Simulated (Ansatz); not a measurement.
Wanted: the native input for an Ansatz 0.2.0 run.

```
Task                : single point
Functional          : r2SCAN50
Dispersion          : D3(BJ)
Potentials or basis : Ansatz PAW earlier set
Cutoff              : 760 eV
Density cutoff      : 3040 eV
k mesh              : 7 × 7 × 7
Occupations         : gaussian, width 0.01 eV
Spin                : no spin polarisation
```

Crystal: Mg.

```xyz
1
Lattice="-1.7728 1.7728 1.7728 1.7728 -1.7728 1.7728 1.7728 1.7728 -1.7728" Properties=species:S:1:pos:R:3 pbc="T T T"
Mg    0.0000    0.0000    0.0000
```

This isn't the form of Mg at room conditions, which is hcp.

The input as run:

input.yaml

```yaml
crystal:
  lattice: { a: 3.54552899, b: 3.54552899, c: 3.54552899, alpha: 90.0, beta: 90.0, gamma: 90.0 }
  space_group: 229
  reduce_to_primitive: true
  atoms:
    - { symbol: Mg, wyckoff: "2a", position: [0.0, 0.0, 0.0] }
hamiltonian:
  xc: r2scan50
  pseudopotentials: { kind: paw, level: accurate }
  dispersion: d3bj
kpoints:
  mp_grid: { grid: [7, 7, 7] }
scf:
  occupations: { method: gaussian, width: 0.01 }
output:
  forces: true
  stress: true
  eigenvalues: true
  write_density: true
  write_potential: true
  elf: true
  volumetric_format: npy
```

Potentials or basis: Ansatz PAW earlier set.

Launch:

```bash
$ ansatz run input.yaml --threads 1 --pin off --max-ram 2560MiB --backend cpu --events-out ev --progress --plain --runs-dir out
```

It gave:

```json
{"Pressure": "-0.9 GPa", "Band gap on the k mesh": "none (metal or under the smearing width)"}
```

Caveat: pairwise dispersion overbinds metals, which lowers pressure and volume; the PAW data sets come from PBE, with cores solved anew for the run's functional, which leaves a small shift of forces and pressure; the dispersion damping was fitted for another functional or another form of the correction; the thresholds are loose for stress.

Run time: 55 s on 1 thread of Arm Neoverse V1 (shared host), peak memory 1.5 GiB.
